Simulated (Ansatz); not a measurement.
**Vibrational response of AlN at 16 GPa**

Method: DFT PBE, scalar-relativistic, plane waves, PAW in Ansatz 0.2.0. Plane waves to 420 eV; Γ-centred k mesh 10×10×10; fixed occupations. No spin polarisation. Phonons by linear response, acoustic sum rule imposed.

The cell, relaxed at 16 GPa:
```
CELL_PARAMETERS angstrom
0.00000 2.14928 2.14928
2.14928 0.00000 2.14928
2.14928 2.14928 0.00000
ATOMIC_POSITIONS crystal
Al 0.00000 0.00000 0.00000
N 0.75000 0.75000 0.75000
```

Other phases may be more stable at this pressure.

Task: Give the high-frequency dielectric tensor ε∞.

Result:
```
4.50 0.00 0.00
0.00 4.50 0.00
0.00 0.00 4.50
```

Task: Give the Born effective charges.

Result:
```json
{"atom": "Al (atom 1)", "Z*xx": "2.54", "Z*yy": "2.54", "Z*zz": "2.54", "mean": "2.54"}
{"atom": "N (atom 2)", "Z*xx": "-2.54", "Z*yy": "-2.54", "Z*zz": "-2.54", "mean": "-2.54"}
```

Task: How large is the static dielectric tensor with the ions free to move, and what share of it is ionic?

Result:
```
8.0 0.0 0.0
0.0 8.0 0.0
0.0 0.0 8.0
```
The ions give 44 % of its trace.

This zinc-blende form isn't the usual stable structure of the compound at low pressure.

Cost: 1 run of about 0.46 core-minutes, on Arm Neoverse V1 (shared hosts).